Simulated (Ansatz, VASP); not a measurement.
Bi in VASP and in Ansatz

The input INCAR:

```
SYSTEM = Bi
PREC = Accurate
ENCUT = 520
EDIFF = 1E-6
ISMEAR = 0
SIGMA = 0.05
LREAL = .FALSE.
LASPH = .TRUE.
NELM = 100
ALGO = Normal
ISIF = 2
LWAVE = .FALSE.
LCHARG = .FALSE.
GGA = PE
IVDW = 12
NBANDS = 14
```

Contents of KPOINTS:

```
regular mesh
0
G
  10 10 10
  0 0 0
```

The input POSCAR:

```
Bi
1.0
   -3.9168834400      3.9168834400      1.3161188800
    3.9168834400     -3.9168834400      1.3161188800
    3.9168834400      3.9168834400     -1.3161188800
Bi
1
Direct
    0.0000000000      0.0000000000      0.0000000000
```

Input for Ansatz:

```yaml
crystal:
  lattice:
    - [-3.91688344, 3.91688344, 1.31611888]
    - [3.91688344, -3.91688344, 1.31611888]
    - [3.91688344, 3.91688344, -1.31611888]
  atoms:
    - { symbol: Bi, position: [0.0, 0.0, 0.0] }
basis:
  ecutwfc: 420
kpoints:
  mp_grid: { grid: [10, 10, 10] }
hamiltonian:
  xc: pbe
  dispersion: d3bj
scf:
  occupations: { method: gaussian, width: 0.05 }
output:
  forces: true
  stress: true
  eigenvalues: true
```

Change from the starting cell: strain -0.080 along x and y, -0.080 along z, atoms carried along.

Alike in both runs: task single point; functional PBE; dispersion D3(BJ); k mesh 10 × 10 × 10; occupations gaussian, width 0.05 eV; no spin polarisation.

|  | VASP | Ansatz |
| --- | --- | --- |
| version | VASP 6.6.1 | Ansatz 0.2.0 |
| potentials or method | VASP PAW PBE potentials, release 64 (Bi_d) | scalar-relativistic, plane waves, PAW |
| plane-wave cutoff (eV) | 520 | 420 |
| valence electrons in the cell | 15 | 15 |

VASP gave:

| Item | Value |
| --- | --- |
| gap on the k mesh at the Fermi level (eV) | none |
| pressure (GPa) | 3.1 |
| largest component of the traceless stress (GPa) | 8.14 |

Problem. Estimate Ansatz's values.

Solution. gap on the k mesh at the Fermi level (eV): none; pressure (GPa): 3.2; largest component of the traceless stress (GPa): 8.22.

A gap of «none» marks a metal or a gap that the smearing closes.

Caveats: spin-orbit coupling is left out, which moves the levels of the heavy elements; pairwise dispersion overbinds metals, which lowers pressure and volume.
